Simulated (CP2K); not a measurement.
The system is CdF2.

```
Cd F
1.0
     3.80989    0.00000    0.00000
     1.90495    3.29946    0.00000
     1.90495    1.09982    3.11076
Cd F
1 2
Direct
  0.00000 0.00000 0.00000
  0.75000 0.75000 0.75000
  0.25000 0.25000 0.25000
```

Base run:

* Program: CP2K 2026.2
* Functional: r2SCAN
* Potentials or basis: POTENTIAL_UZH Cd GTH-SCAN-q12, F GTH-SCAN-q7; TZVP-MOLOPT-SCAN-GTH basis
* Density cutoff: 14966 eV
* k mesh: 9 × 9 × 9
* Occupations: fermi-dirac, width 0.05 eV
* Spin: no spin polarisation

Its results: band gap on the k mesh 3.71 eV, indirect (least direct gap 4.10 eV); pressure 1.7 GPa.

Q: The run is repeated on the same cell with these changes: functional from r2SCAN to TASK. What comes out?

A: Band gap on the k mesh 4.65 eV, indirect (least direct gap 4.98 eV); pressure 11.9 GPa.

Caveats: the basis of atomic orbitals isn't converged, which shifts pressures, moduli and gaps; the potentials were made for another functional, which shifts forces and pressure (some runs).

Not every run made on this cell is shown here.
